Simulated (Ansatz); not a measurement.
Born–Oppenheimer molecular dynamics of a periodic cell of 40 atoms, H4C (packed as 8 CH4, density as packed 0.33 g/cm³ with natural masses). It goes on from the last frame of an earlier run, with new velocities.

Computed with DFT PBE, scalar-relativistic, plane waves, PAW in Ansatz 0.2.0. Settings: accuracy low, cutoff 420 eV, k mesh 1x1x1, fermi-dirac smearing 0.05 eV, no spin polarisation.

```
ensemble                      : NVE (velocity Verlet)
time step                     : 0.5 fs
steps asked                   : 400
starting velocities drawn for : 700 K
seed                          : 969244
```

Frames 2.5 fs apart, positions in Å, forces in eV/Å.

Velocities at 130.0 fs (Å/ps):

```
C 1.28 16.93 7.28
H -5.07 27.86 8.86
H -12.71 11.57 18.55
H -30.24 9.37 -45.26
H 21.43 30.01 37.43
C 5.64 -2.79 -9.13
H 2.62 27.93 11.59
H 13.36 5.02 -22.83
H -21.27 45.08 21.89
H -28.68 40.14 29.92
C -3.56 -9.66 -0.92
H 20.75 10.53 17.40
H -39.85 -23.10 -25.68
H 7.50 11.43 32.22
H -56.03 -0.64 12.60
C 5.04 7.62 -5.02
H 52.25 12.41 8.68
H -2.03 -11.98 18.27
H -43.06 4.00 9.94
H 7.50 -35.88 -6.46
C 0.01 -5.67 10.71
H 55.47 -2.56 -11.14
H 15.82 -24.14 19.78
H 5.68 4.72 -6.07
H 10.75 16.08 0.30
C -8.20 -5.42 -2.59
H 6.70 -8.79 -12.10
H 12.64 -6.16 19.11
H 26.21 32.54 23.86
H -29.48 -3.74 18.48
C 7.96 -4.03 -0.87
H 5.86 -17.92 -50.88
H -16.71 -13.18 -4.43
H 0.50 -14.46 -46.96
H 0.46 7.43 42.05
C -4.05 -0.07 -6.73
H -34.05 11.19 -21.27
H -20.39 -68.40 -7.96
H 6.66 -45.23 -14.41
H 18.27 5.60 11.37
```

```xyz
40
Lattice="8.6854 0.0000 0.0000 0.0000 8.6854 0.0000 0.0000 0.0000 8.6854" Properties=species:S:1:pos:R:3:forces:R:3 time_fs=130.0 energy_less_start_eV=-0.113 T=721
C 0.328 7.673 5.905 0.98 0.75 0.26
H 0.989 7.567 6.761 1.06 0.35 -0.02
H -0.350 8.453 6.269 -0.70 -0.53 -0.51
H 0.053 6.649 5.795 -1.44 -0.73 -0.26
H 0.815 7.967 4.959 0.17 0.17 0.53
C 1.259 2.222 -0.206 -1.33 0.58 0.94
H 1.508 2.835 0.657 0.57 -0.68 0.94
H 0.145 2.114 -0.099 0.79 0.25 -0.92
H 1.718 1.263 -0.336 0.36 -0.64 0.59
H 1.686 2.861 -0.943 -0.49 0.54 -1.49
C 2.434 3.257 4.350 0.80 -0.69 0.49
H 3.439 3.263 3.878 -0.80 0.51 -0.56
H 2.362 2.230 4.660 0.08 -0.95 0.69
H 1.488 3.316 3.800 0.63 0.94 -0.45
H 2.506 3.849 5.273 -0.40 0.18 -0.29
C 5.541 3.412 0.879 1.26 1.55 -1.30
H 5.647 4.507 0.630 0.32 -0.87 -0.13
H 6.513 2.987 1.122 0.29 0.23 0.58
H 5.296 2.858 -0.032 -0.89 0.11 0.22
H 4.879 3.456 1.710 -0.92 -0.85 0.64
C 8.012 3.017 5.376 -0.71 1.83 -1.45
H 8.290 3.652 4.439 -0.42 -0.87 1.70
H 7.215 3.514 5.951 0.09 0.22 -0.19
H 8.832 2.866 6.044 0.75 -0.22 0.21
H 7.578 2.106 5.021 -0.08 -0.94 -0.25
C 5.538 6.519 6.432 1.33 -0.39 0.41
H 4.954 5.729 6.754 -1.32 -2.06 0.82
H 5.984 6.226 5.519 0.66 -0.11 -1.18
H 6.280 6.694 7.191 0.49 0.34 0.31
H 4.877 7.303 6.321 -1.21 2.17 -0.40
C 1.184 6.486 1.779 -1.10 -1.83 -1.16
H 1.219 5.526 1.042 0.40 2.54 1.05
H 0.600 7.364 1.385 1.12 -0.54 -0.31
H 2.156 6.716 2.277 -0.79 -0.17 -0.45
H 0.421 6.084 2.454 0.34 -0.02 0.87
C 4.268 8.888 0.578 2.07 -1.84 1.57
H 3.792 8.442 1.552 -0.02 0.55 -2.20
H 4.771 8.084 -0.070 -1.11 0.58 0.86
H 5.195 9.306 1.085 -0.95 0.51 -0.92
H 3.695 9.549 -0.088 0.12 0.02 0.76
40
Lattice="8.6854 0.0000 0.0000 0.0000 8.6854 0.0000 0.0000 0.0000 8.6854" Properties=species:S:1:pos:R:3:forces:R:3 time_fs=132.5 energy_less_start_eV=-0.376 T=774
C 0.332 7.715 5.925 -0.46 -0.93 0.73
H 1.004 7.641 6.783 0.44 -0.29 -0.06
H -0.397 8.465 6.297 -0.17 -0.56 -0.73
H -0.053 6.672 5.680 -0.02 1.31 0.48
H 0.875 8.050 5.058 0.29 0.48 -0.42
C 1.269 2.221 -0.224 -1.29 4.95 2.30
H 1.524 2.871 0.698 -0.12 -1.62 -0.48
H 0.193 2.132 -0.179 -0.50 0.04 -0.38
H 1.699 1.316 -0.272 1.89 -3.09 -0.10
H 1.606 2.976 -0.917 -0.05 -0.26 -1.24
C 2.428 3.231 4.350 1.34 -1.15 2.07
H 3.459 3.303 3.909 -1.25 0.31 -0.22
H 2.269 2.155 4.614 0.53 0.43 0.36
H 1.511 3.374 3.852 -0.54 0.96 -1.69
H 2.360 3.844 5.291 0.28 -0.54 -0.65
C 5.557 3.434 0.864 0.88 0.29 0.08
H 5.781 4.510 0.649 -0.35 -0.74 -0.04
H 6.511 2.963 1.178 -0.29 0.12 -0.15
H 5.170 2.874 -0.002 0.03 0.39 0.12
H 4.873 3.349 1.710 -0.22 0.07 -0.01
C 8.012 3.008 5.398 1.14 1.53 -1.79
H 8.406 3.618 4.469 -1.20 -0.69 1.82
H 7.250 3.468 5.998 -0.56 0.83 0.06
H 8.869 2.868 6.038 0.34 -0.47 0.20
H 7.599 2.108 5.011 -0.14 -1.17 -0.28
C 5.521 6.506 6.428 0.72 0.86 2.00
H 4.938 5.651 6.749 -0.07 -0.45 0.41
H 6.034 6.209 5.530 0.13 0.30 -0.70
H 6.335 6.776 7.237 -1.55 -0.53 -1.38
H 4.783 7.338 6.355 0.72 -0.25 -0.39
C 1.198 6.470 1.773 -3.67 -2.73 -1.46
H 1.242 5.560 0.957 0.01 2.26 1.78
H 0.593 7.315 1.367 1.00 -0.20 -0.19
H 2.153 6.681 2.157 1.22 0.48 0.53
H 0.446 6.105 2.569 1.42 0.16 -0.65
C 4.263 8.881 0.564 1.82 -3.64 0.34
H 3.707 8.485 1.442 -0.27 0.19 -0.73
H 4.681 7.946 -0.058 -1.31 1.79 1.04
H 5.191 9.211 1.027 0.14 0.85 -0.17
H 3.739 9.571 -0.049 -0.33 0.69 -0.39
40
Lattice="8.6854 0.0000 0.0000 0.0000 8.6854 0.0000 0.0000 0.0000 8.6854" Properties=species:S:1:pos:R:3:forces:R:3 time_fs=135.0 energy_less_start_eV=-0.639 T=825
C 0.335 7.754 5.947 -0.38 -0.92 0.08
H 1.044 7.698 6.801 -0.44 -0.69 -0.23
H -0.456 8.446 6.284 0.16 -0.04 -0.45
H -0.162 6.763 5.593 1.07 1.44 0.88
H 0.949 8.160 5.139 -0.33 0.21 -0.28
C 1.273 2.241 -0.232 1.29 1.65 1.11
H 1.535 2.819 0.716 -0.38 -1.05 -0.50
H 0.213 2.152 -0.282 -1.06 -0.30 0.11
H 1.769 1.228 -0.213 -0.26 1.29 -0.56
H 1.523 3.072 -0.961 0.33 -1.56 -0.02
C 2.427 3.199 4.360 -1.70 -0.87 1.26
H 3.412 3.362 3.925 -0.18 0.13 -0.25
H 2.207 2.102 4.590 0.71 1.17 -0.03
H 1.516 3.485 3.813 0.73 0.14 -0.97
H 2.229 3.811 5.274 0.81 -0.53 -0.17
C 5.576 3.457 0.849 -0.55 -1.89 1.56
H 5.896 4.474 0.665 -0.61 0.48 -0.10
H 6.495 2.945 1.226 -0.38 -0.14 -0.71
H 5.046 2.913 0.035 0.92 0.53 -0.05
H 4.855 3.247 1.711 0.69 1.12 -0.70
C 8.016 3.006 5.413 0.65 -1.37 0.49
H 8.457 3.549 4.596 -0.61 0.91 -0.52
H 7.257 3.466 6.044 -0.11 0.48 -0.34
H 8.923 2.844 6.042 -0.75 -0.46 -0.12
H 7.615 2.051 4.989 0.38 0.47 0.48
C 5.508 6.497 6.434 -0.36 -0.07 0.93
H 4.915 5.546 6.767 1.13 1.55 -0.27
H 6.090 6.210 5.503 -0.95 0.67 0.67
H 6.307 6.830 7.211 -1.37 -0.75 -0.98
H 4.725 7.367 6.365 1.50 -1.47 -0.41
C 1.197 6.442 1.761 -1.28 -0.45 1.10
H 1.265 5.716 0.968 -0.19 -0.83 -0.13
H 0.641 7.259 1.335 0.11 0.94 -0.24
H 2.207 6.672 2.061 0.33 0.46 0.31
H 0.549 6.133 2.650 1.00 -0.14 -1.03
C 4.267 8.857 0.552 0.39 -1.47 -1.45
H 3.601 8.538 1.294 -1.03 -0.29 1.56
H 4.519 7.906 0.009 -0.40 0.91 -0.20
H 5.195 9.166 0.960 0.90 0.72 0.64
H 3.769 9.627 -0.026 0.22 0.02 -0.46
40
Lattice="8.6854 0.0000 0.0000 0.0000 8.6854 0.0000 0.0000 0.0000 8.6854" Properties=species:S:1:pos:R:3:forces:R:3 time_fs=137.5 energy_less_start_eV=0.260 T=648
C 0.336 7.789 5.970 0.66 0.89 -0.63
H 1.061 7.716 6.807 -0.80 -0.82 -0.01
H -0.507 8.425 6.245 0.27 0.66 0.16
H -0.213 6.930 5.553 0.98 -0.44 0.31
H 1.002 8.280 5.204 -1.04 -0.30 0.16
C 1.283 2.270 -0.234 -0.12 -1.16 -0.83
H 1.525 2.708 0.712 -0.18 0.43 0.89
H 0.183 2.156 -0.379 0.50 -0.38 0.64
H 1.833 1.197 -0.187 -1.15 2.56 -1.00
H 1.461 3.083 -1.010 0.86 -1.41 0.46
C 2.419 3.164 4.376 -3.04 1.06 -0.86
H 3.353 3.428 3.927 0.75 -0.10 -0.07
H 2.184 2.110 4.565 0.43 0.06 -0.18
H 1.561 3.602 3.719 1.42 -1.00 0.26
H 2.145 3.750 5.249 0.79 0.03 0.69
C 5.594 3.472 0.842 -1.07 -2.05 1.55
H 5.975 4.463 0.676 -0.69 0.80 -0.01
H 6.458 2.919 1.234 0.14 -0.53 -0.84
H 4.974 2.981 0.068 1.17 0.31 -0.57
H 4.872 3.209 1.676 0.50 1.56 -0.11
C 8.024 2.997 5.430 -0.62 -2.67 2.36
H 8.475 3.535 4.690 0.35 2.07 -2.38
H 7.258 3.492 6.071 0.44 -0.13 -0.69
H 8.937 2.792 6.041 -0.90 -0.33 0.07
H 7.651 2.016 4.992 0.28 1.07 0.60
C 5.493 6.487 6.444 -1.13 -1.27 -1.25
H 4.953 5.523 6.773 0.86 1.38 -0.24
H 6.093 6.249 5.508 -1.03 0.43 0.67
H 6.208 6.844 7.136 0.85 0.05 1.26
H 4.748 7.316 6.351 0.41 -0.65 -0.48
C 1.189 6.413 1.755 2.03 3.31 2.30
H 1.281 5.818 0.960 -0.07 -3.61 -2.66
H 0.699 7.254 1.292 -0.27 0.99 0.25
H 2.277 6.687 1.983 -1.30 0.01 -0.03
H 0.707 6.151 2.678 -0.42 -0.73 0.17
C 4.273 8.827 0.534 -1.40 2.24 0.77
H 3.448 8.581 1.222 0.60 0.43 0.95
H 4.333 7.909 0.060 0.55 -1.60 -1.89
H 5.242 9.159 0.924 -0.31 -0.22 0.46
H 3.811 9.683 -0.031 0.70 -0.96 -0.22
40
Lattice="8.6854 0.0000 0.0000 0.0000 8.6854 0.0000 0.0000 0.0000 8.6854" Properties=species:S:1:pos:R:3:forces:R:3 time_fs=140.0 energy_less_start_eV=0.198 T=660
C 0.340 7.829 5.990 0.71 2.56 -0.43
H 1.033 7.685 6.814 -0.52 -0.75 0.53
H -0.540 8.441 6.216 0.49 0.78 0.65
H -0.210 7.070 5.528 0.17 -2.27 -0.72
H 0.999 8.386 5.275 -0.80 -0.35 -0.03
C 1.292 2.294 -0.240 -1.66 -1.62 -0.48
H 1.504 2.619 0.754 -0.23 1.05 0.79
H 0.176 2.138 -0.438 1.10 -0.29 0.93
H 1.834 1.307 -0.219 -0.47 0.85 -1.05
H 1.449 3.016 -1.035 1.22 0.05 -0.01
C 2.397 3.134 4.387 -1.08 3.44 -2.24
H 3.332 3.486 3.928 0.37 -0.71 0.72
H 2.186 2.117 4.530 0.03 -1.57 -0.22
H 1.683 3.663 3.637 0.52 -1.40 0.73
H 2.106 3.688 5.262 0.53 0.28 0.86
C 5.607 3.477 0.841 0.08 -0.28 0.46
H 6.013 4.492 0.686 -0.79 -0.20 0.20
H 6.429 2.862 1.192 0.51 -0.55 -0.75
H 4.968 3.068 0.066 0.75 -0.06 -1.07
H 4.916 3.261 1.639 -0.51 1.17 1.18
C 8.029 2.977 5.456 0.84 0.70 -0.50
H 8.499 3.623 4.670 -0.93 -0.31 0.33
H 7.281 3.514 6.061 0.11 -0.25 -0.27
H 8.902 2.721 6.046 0.00 -0.10 0.57
H 7.699 2.036 5.027 -0.50 -0.03 -0.19
C 5.474 6.472 6.448 0.85 -0.53 -1.13
H 5.036 5.570 6.767 -0.66 -1.21 0.55
H 6.042 6.311 5.547 0.11 -0.20 -0.71
H 6.153 6.860 7.129 1.49 0.46 1.80
H 4.788 7.235 6.308 -1.81 1.43 -0.56
C 1.190 6.397 1.756 2.74 1.75 -3.26
H 1.287 5.742 0.837 -0.56 -0.39 1.52
H 0.743 7.300 1.266 -0.18 -0.34 0.99
H 2.280 6.705 1.905 -1.00 -0.22 0.02
H 0.843 6.127 2.714 -1.04 -0.82 0.75
C 4.272 8.806 0.519 -2.24 0.85 0.95
H 3.330 8.646 1.206 2.14 0.62 0.03
H 4.176 7.843 0.015 0.87 0.19 -0.70
H 5.272 9.140 0.916 -1.07 -0.94 0.18
H 3.891 9.687 -0.051 0.41 -0.80 -0.41
```

Of the whole run (200 fs, mean temperature of the second half 710 K): The conserved energy stayed within 0.36 meV per atom of its start (net change -0.27 meV per atom), so the integration is sound. A run of 0.2 ps of so small a system gives no equilibrium averages. Limits of this set-up: coarse k mesh, low accuracy level.

Run time: 15 min on 1 thread of AMD EPYC 7R13 Processor (Zen 3) (shared host), peak memory 0.65 GiB.
